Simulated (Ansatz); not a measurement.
# fcc Cu(111) / fcc Pd(111) interface: specific resistance, part 3 of 3

Wanted: 2AR for the fcc Cu(111) / fcc Pd(111) interface, at several levels. Experiment: current-perpendicular-to-plane resistances of sputtered multilayers at 4.2 K give 2AR = 0.9 ± 0.1 fΩ m² (J. Bass, CPP magnetoresistance of magnetic multilayers: a critical review, arXiv:1511.07387 (2015), Table 10). Those interfaces are textured, rough and intermixed over some layers.

Ansatz 0.2.0; Ansatz plane-wave DFT, PBE, PAW files; ballistic transport by layer matching (Landauer), zero bias (the session's first sound run).

So far, transmission per spin nearest the Fermi level: step 2 (transmission: PBE) 0.517; step 6 (LDA) 0.526; step 8 (r2SCAN, cutoff 500 eV) 0.496; step 10 (k-mesh 17×17×1, in plane spacing 2.5562 Å, lattice of Cu, PBE) 0.480.

## 12. Transmission: PBE on the upper metal's lattice, in plane spacing 2.7505 Å, lattice of Pd

And the upper metal's lattice, which puts it on the lower one. To save time only the energies from -0.06 to 0.06 eV are solved. The mesh is 52×52 and the cutoff, the files' own for this level, 420 eV.

This step: Ansatz plane-wave DFT, PBE, PAW files; ballistic transport by layer matching (Landauer), zero bias (Ansatz 0.2.0).

The cell differs from the one that the last finished run ended in (a 2.556 → 2.751 Å, b 2.556 → 2.751 Å, c 42.186 → 36.435 Å).

File input.yaml:

```yaml
crystal:
  lattice:
    - [2.7505039575, 0.0, 0.0]
    - [-1.3752519787, 2.3820063004, 0.0]
    - [0.0, 0.0, 36.4352424162]
  atoms:
    - { symbol: Cu, position: [0.0, 0.0, 0.0274459543] }
    - { symbol: Cu, position: [0.3333333333, 0.6666666667, 0.0769195703] }
    - { symbol: Cu, position: [0.6666666667, 0.3333333333, 0.1263931863] }
    - { symbol: Cu, position: [0.0, 0.0, 0.1758668023] }
    - { symbol: Cu, position: [0.3333333333, 0.6666666667, 0.2253404183] }
    - { symbol: Cu, position: [0.6666666667, 0.3333333333, 0.2748140342] }
    - { symbol: Cu, position: [0.0, 0.0, 0.3242876502] }
    - { symbol: Cu, position: [0.3333333333, 0.6666666667, 0.3737612662] }
    - { symbol: Cu, position: [0.6666666667, 0.3333333333, 0.4232348822] }
    - { symbol: Pd, position: [0.0, 0.0, 0.4787904377] }
    - { symbol: Pd, position: [0.3333333333, 0.6666666667, 0.5404279329] }
    - { symbol: Pd, position: [0.6666666667, 0.3333333333, 0.602065428] }
    - { symbol: Pd, position: [0.0, 0.0, 0.6637029231] }
    - { symbol: Pd, position: [0.3333333333, 0.6666666667, 0.7253404183] }
    - { symbol: Pd, position: [0.6666666667, 0.3333333333, 0.7869779134] }
    - { symbol: Pd, position: [0.0, 0.0, 0.8486154085] }
    - { symbol: Pd, position: [0.3333333333, 0.6666666667, 0.9102529037] }
    - { symbol: Pd, position: [0.6666666667, 0.3333333333, 0.9718903988] }
kpoints:
  mp_grid: { grid: [16, 16, 1] }
hamiltonian:
  xc: pbe
scf:
  occupations: { method: fermi_dirac, width: 0.1 }
output:
  transmission:
    leads: [[3, 4], [12, 13]]
    kmesh: [52, 52]
    e_range: [-0.06, 0.06]
    de: 0.04
  write_potential: true
  write_density: true
  volumetric_format: npy
```

Run with:

```
$ ansatz run input.yaml --threads 8 --pin off --max-ram 15360MiB --backend cpu --events-out ev --progress --plain --runs-dir out
```

Numbers of over 12 decimals in the logs are rounded to 6 here.

Log:

```text
[...]
Crystal: 18 atoms, lattice volume = 238.713 Å³
Basis set: ecut = 420 eV, 4651 PW (Γ)
Bands: 200, of which v1, the nominal top of the filled ones, is band 167 counted from 1 (166 counted from 0)
Symmetry: 12 space group operations
[...]
k-points: 30 of 256
[...]
SCF iter   1: F=—  HF=-122381.767661 eV  |F-HF|=—  |Δ(HF+E_count)|=         —  Δρ=2.63e-2  dr2=1.17e2  ethr=1.77e-3  ⟨swp⟩=5.4  Hψ=21041  notcnv=0  defer=305
[...]
SCF iter  12: F=-122381.353530 eV  HF=-122381.353530 eV  |F-HF|=4.68e-8  |Δ(HF+E_count)|=   3.74e-8  Δρ=2.55e-6  dr2=5.09e-8  ethr=3.00e-11  ⟨swp⟩=8.3  Hψ=21348  notcnv=0
SCF 1 converged in 12 iterations: F = -122381.353530 eV  dr2 = 5.09e-8
[...]
transmission: 765 of 7560 steps passed
transmission: 1521 of 7560 steps passed
[...]
transmission: 7560 of 7560 steps passed
SCF converged after 12 iterations
Free energy (F): -122381.353530 eV
[...]
Internal energy: -122380.750349 eV  (E = F + TS)
E sigma→0 (E₀):  -122381.051940 eV
Entropy (-TS):   -0.603182 eV (-33.510 meV/atom)
Fermi energy:    18.500734 eV
[...]
--- Band table (eV; the first three rows and the last of 30) ---
  k-point 0: bands = [... 163 lower, 17.3073, 17.3073, 17.4903, 17.4903, 17.7378, 17.7387, 17.7387, 17.7734, ... 29 higher]
  k-point 1: bands = [... 163 lower, 17.2851, 17.3467, 17.3922, 17.4911, 17.5070, 17.6658, 17.7490, 17.7512, ... 29 higher]
  k-point 2: bands = [... 163 lower, 17.2617, 17.2714, 17.3988, 17.4341, 17.5451, 17.7717, 17.8945, 18.0371, ... 29 higher]
  k-point 29: bands = [... 163 lower, 19.7973, 20.2885, 20.7543, 20.8582, 20.9736, 21.2129, 21.3774, 21.9019, ... 29 higher]
--- Transmission ---
  basis      : 55 plane waves across, 30 finite elements along
  points     : 252, standing for a mesh of 52 x 52
[...]
channels       : 9.134615e-1 a spin
[...]
slowest decay  : 0.1068 /Å at (0.2885, 0.2885)
[...]
channels       : 1.371672e0 a spin
[...]
slowest decay  : 0.0437 /Å at (0.1923, 0.1731)
  junction   : crystal 0 to crystal 1, 8.41 to 24.61 Å
    transmission   : 5.503020e-1 a spin
[...]
```

Elapsed: 74 s, on 8 threads of Arm Neoverse N1, shared host; peak memory 2.4 GiB; 8.1 min of CPU time.

This step gave:

```
free energy                        : -122381.3535 eV
energy at zero smearing            : -122381.0519 eV
Fermi energy                       : 18.50 eV
cell area                          : 6.552 Å²
step of the lead's potential       : 15.2 meV
step of the upper lead's potential : 2.7 meV
```

Per spin. Transmission, zone mean against energy, zero at the Fermi level:

```csv
energy (eV),"transmission, zone mean"
-0.0600,0.579
-0.0200,0.550
0.0200,0.530
0.0600,0.514
```

Over the solved energies the transmission per spin lies between 0.514 and 0.579, out of 0.919 channels of the lead on average (up to 0.929).

## 13. Resistance: PBE on the upper metal's lattice

This step: Ansatz plane-wave DFT, PBE, PAW files; ballistic transport by layer matching (Landauer), zero bias; specific resistance of one interface, 1/T less the mean of the leads' 1/N (Ansatz 0.2.0).

Numbers from this step:

```
area resistance                                           : 0.7770 fΩ m²
T over the leads' mean channel count                      : 0.4840
twice the interface resistance (2AR, or 2AR* for magnets) : 1.554 fΩ m²
```

Twice the interface resistance is 1.55 fΩ m² here, against 1.31 in the first run; 48.4 % of the two leads' mean channel count pass, 57.3 % before.

## 14. Outcome

| Property | Result |
| --- | --- |
| 2AR, PBE | 1.31 fΩ m² |
| 2AR, LDA | 1.27 fΩ m² |
| 2AR, r2SCAN | 1.41 fΩ m² |
| 2AR, PBE on the lower metal's lattice | 1.24 fΩ m² |
| 2AR, PBE on the upper metal's lattice | 1.55 fΩ m² |
| twice the interface resistance (2AR, or 2AR* for magnets), measured | 0.9 fΩ m² at 4.2 K (measured, sputtered multilayers; J. Bass, CPP magnetoresistance of magnetic multilayers: a critical review, arXiv:1511.07387 (2015), Table 10) |

One interface gives 2AR = 1.31 fΩ m² (PBE). The functionals span 1.27 to 1.41 fΩ m². A mesh a third as fine gives 1.26 against 1.31 fΩ m². The misfit of 7.3 % is shared out in plane at constant volume, which leaves both metals far from their own cubic or hexagonal shape; the values belong to these strained forms. With a misfit of 7.3 %, the choice of the common lattice gives 1.24 on the lower metal's and 1.55 fΩ m² on the upper one's. Against the measured 0.9 fΩ m², PBE gives 1.31, a ratio of 1.5: fair agreement. A misfit of 7.3 % forced into one lattice distorts both Fermi surfaces, while real films relax by dislocations. Earlier muffin-tin calculations for the perfect interface gave 1.5 fΩ m² (same review, Table 14). The formula assumes diffuse scattering between interfaces; layers sit on ideal sites at each metal's own atomic volume.

[Logs are printed without paths, hosts, clocks, repeated set-up lines and the standing remarks that a program may print on its own settings, such as how far it seeks lower states.]

[Hosts, paths, dates, database ids (printed as entryN), source tags and the programs' standing remarks are cut or masked in the printed files.]
